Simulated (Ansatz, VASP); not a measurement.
Two plane-wave programs on Al

INCAR

```
SYSTEM = Al
PREC = Accurate ; ENCUT = 520
EDIFF = 1E-6 ; ISMEAR = 0
SIGMA = 0.15 ; LREAL = .FALSE.
LASPH = .TRUE. ; NELM = 80
ALGO = Normal ; ISIF = 2
LWAVE = .FALSE. ; LCHARG = .FALSE.
GGA = PE ; IVDW = 12
NBANDS = 8
```

File KPOINTS:

```
Automatic mesh
0
G
  20 20 20
  0 0 0
```

The input POSCAR:

```
Al
1.0
    0.0000000000      2.0846994000      2.0239800000
    2.0846994000      0.0000000000      2.0239800000
    2.0846994000      2.0846994000      0.0000000000
Al
1
Direct
    0.0000000000      0.0000000000      0.0000000000
```

Input for Ansatz:

```yaml
crystal:
  lattice:
    - [0.0, 2.0846994, 2.02398]
    - [2.0846994, 0.0, 2.02398]
    - [2.0846994, 2.0846994, 0.0]
  atoms:
    - { symbol: Al, position: [0.0, 0.0, 0.0] }
basis:
  ecutwfc: 420
kpoints:
  mp_grid: { grid: [20, 20, 20] }
hamiltonian:
  xc: pbe
  dispersion: d3bj
scf:
  occupations: { method: gaussian, width: 0.15 }
output:
  forces: true
  stress: true
  eigenvalues: true
```

Change from the starting cell: strain +0.030 along x and y, +0.000 along z, atoms carried along.

Alike in both runs: task single point; functional PBE; dispersion D3(BJ); k mesh 20 × 20 × 20; occupations gaussian, width 0.15 eV; no spin polarisation.

|  | VASP | Ansatz |
| --- | --- | --- |
| version | VASP 6.6.1 | Ansatz 0.2.0 |
| potentials or method | VASP PAW PBE potentials, release 64 (Al) | scalar-relativistic, plane waves, PAW |
| plane-wave cutoff (eV) | 520 | 420 |
| valence electrons in the cell | 3 | 3 |

|  | VASP | Ansatz | Ansatz less VASP |
| --- | --- | --- | --- |
| gap on the k mesh at the Fermi level (eV) | none | none | - |
| pressure (GPa) | -7.2 | -7.2 | +0.03 |
| largest component of the traceless stress (GPa) | 0.41 | 0.42 | +0.006 |

A gap of «none» marks a metal or a gap that the smearing closes.

Caveats: pairwise dispersion overbinds metals, which lowers pressure and volume.
